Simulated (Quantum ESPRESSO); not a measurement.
The system is As.

```
CELL_PARAMETERS angstrom
2.70368 0.00000 0.00000
0.00000 2.70368 0.00000
0.00000 0.00000 2.70368
ATOMIC_POSITIONS crystal
As 0.50000 0.50000 0.50000
```

This isn't the form of As at room conditions, which is rhombohedral.

| Property | Result |
| --- | --- |
| Program | Quantum ESPRESSO 7.5 |
| Task | relaxation of cell and atoms |
| Functional | PBEsol |
| Dispersion | rVV10 |
| Potentials or basis | GBRV 1.5 PBEsol |
| Cutoff | 612 eV |
| Density cutoff | 4898 eV |
| k mesh | 10 × 10 × 10 |
| Occupations | fermi-dirac, width 0.05 eV |
| Spin | no spin polarisation |

At the start: pressure -3.3 GPa; volume 19.76 Å³/atom.

**Question.** How do energy, volume and symmetry change on relaxing?

**Answer.** Over 3 steps the energy falls by 7.2 meV/atom and the volume is 19.05 Å³/atom (-3.6 %); space group Pm-3m (No. 221, to 0.05 Å).

The path:
```tsv
step	energy change (eV)	largest force (eV/Å)	pressure (GPa)	volume (Å³)
1	0.0000	0.0000	-3.28	19.76
2	-0.0053	0.0000	-1.76	19.42
3	-0.0072	0.0000	0.08	19.05
```

Final structure:
```
As
1.0
     2.67086    0.00000    0.00000
     0.00000    2.67086    0.00000
     0.00000    0.00000    2.67086
As
1
Direct
  0.50000 0.50000 0.50000
```

Caveat: rVV10's parameter b was fitted to another functional.
